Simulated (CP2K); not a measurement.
## Si in CP2K: convergence with k mesh

Input of the first run (k mesh 3 × 3 × 3); the others differ in this setting and in those tied to it:

Contents of si_converge.inp:

```
&GLOBAL
  PROJECT si_converge
  RUN_TYPE ENERGY_FORCE
  PRINT_LEVEL LOW
&END GLOBAL
&FORCE_EVAL
  METHOD QS
  STRESS_TENSOR ANALYTICAL
  &DFT
    BASIS_SET_FILE_NAME BASIS_MOLOPT_UZH
    POTENTIAL_FILE_NAME POTENTIAL_UZH
    &MGRID
      CUTOFF 450
      REL_CUTOFF 60
      NGRIDS 4
    &END MGRID
    &QS
      METHOD GPW
      EPS_DEFAULT 1.0E-9
    &END QS
    &KPOINTS
      SCHEME MONKHORST-PACK 3 3 3
      GAMMA_CENTERED T
      SYMMETRY T
      SYMMETRY_BACKEND SPGLIB
    &END KPOINTS
    &SCF
      SCF_GUESS ATOMIC
      EPS_SCF 1.0E-6
      MAX_SCF 100
      ADDED_MOS 8
      CHOLESKY OFF
      EPS_EIGVAL 1.0E-7
      &DIAGONALIZATION ON
        ALGORITHM STANDARD
      &END DIAGONALIZATION
      &MIXING ON
        METHOD BROYDEN_MIXING
        ALPHA 0.4
        BETA 1.5
        NBUFFER 8
      &END MIXING
      &SMEAR ON
        METHOD FERMI_DIRAC
        ELECTRONIC_TEMPERATURE [K] 116.045
      &END SMEAR
    &END SCF
    &XC
      &XC_FUNCTIONAL
        &GGA_X_PBE_SOL
        &END GGA_X_PBE_SOL
        &GGA_C_PBE_SOL
        &END GGA_C_PBE_SOL
      &END XC_FUNCTIONAL
    &END XC
    &PRINT
      &KPOINTS ON
      &END KPOINTS
      &MULLIKEN ON
      &END MULLIKEN
      &MO ON
        ENERGIES T
        OCCUPATION_NUMBERS T
        &EACH
          QS_SCF 0
        &END EACH
        ADD_LAST NUMERIC
      &END MO
    &END PRINT
  &END DFT
  &SUBSYS
    &CELL
      A 2.6119242484 0.0000000000 0.0000000000
      B -1.3923979325 2.2242635094 0.0000000000
      C 0.0504221463 0.0292968265 2.5223451400
      PERIODIC XYZ
    &END CELL
    &COORD
      Si  0.0004351702 0.0341507963 -0.0113455084
    &END COORD
    &KIND Si
      BASIS_SET DZVP-MOLOPT-PBE-GTH-q4
      POTENTIAL GTH-PBE-q4
    &END KIND
    &PRINT
      &ATOMIC_COORDINATES ON
      &END ATOMIC_COORDINATES
      &CELL ON
      &END CELL
    &END PRINT
  &END SUBSYS
  &PRINT
    &FORCES ON
    &END FORCES
    &STRESS_TENSOR ON
    &END STRESS_TENSOR
  &END PRINT
&END FORCE_EVAL
```

Potentials or basis: POTENTIAL_UZH Si GTH-PBE-q4; DZVP-MOLOPT-PBE-GTH basis.

Run with:

```sh
$ OMP_NUM_THREADS=1 cp2k.psmp -i si_converge.inp -o si_converge.out
```

The cell isn't the ideal one: cell strained at random at fixed volume.

This isn't the form of Si at room conditions, which is diamond.

Hardware: 1 thread of Arm Neoverse V1, on a shared host.

Problem. The values tried are 3 × 3 × 3, 5 × 5 × 4, 6 × 6 × 5, 7 × 7 × 6, 8 × 8 × 7, 10 × 10 × 9, 12 × 12 × 10, 15 × 15 × 13, loosest first. From which on does the energy stay within 1 meV/atom of the tightest run that finished?

Solution. From 12 × 12 × 10 on.

| k mesh | energy less the tightest run, at zero smearing (meV/atom) | pressure (GPa) | SCF cycles | CPU time (s) | peak memory (GiB) |
| --- | --- | --- | --- | --- | --- |
| 3 × 3 × 3 | 452.10 | 0.99 | 9 | 14 | 0.19 |
| 5 × 5 × 4 | 221.65 | 5.15 | 10 | 17 | 0.2 |
| 6 × 6 × 5 | 103.35 | 2.89 | 9 | 17 | 0.19 |
| 7 × 7 × 6 | -75.43 | 1.15 | 9 | 20 | 0.2 |
| 8 × 8 × 7 | -12.27 | 1.06 | 9 | 24 | 0.2 |
| 10 × 10 × 9 | 19.50 | 1.80 | 9 | 34 | 0.2 |
| 12 × 12 × 10 | 0.01 | 1.49 | 9 | 45 | 0.21 |
| 15 × 15 × 13 | 0.00 | 1.31 | 9 | 79 | 0.22 |

Not settled before the last step: the pressure (to 0.1 GPa). Meshes of other sizes hit other points, so gaps and Fermi surfaces needn't settle smoothly. The tightest run that finished is the yardstick and may itself not be fully converged.

Caveat, for the tightest run too: the potentials were made for another functional, which shifts forces and pressure; the basis of atomic orbitals isn't converged, which shifts pressures, moduli and gaps.
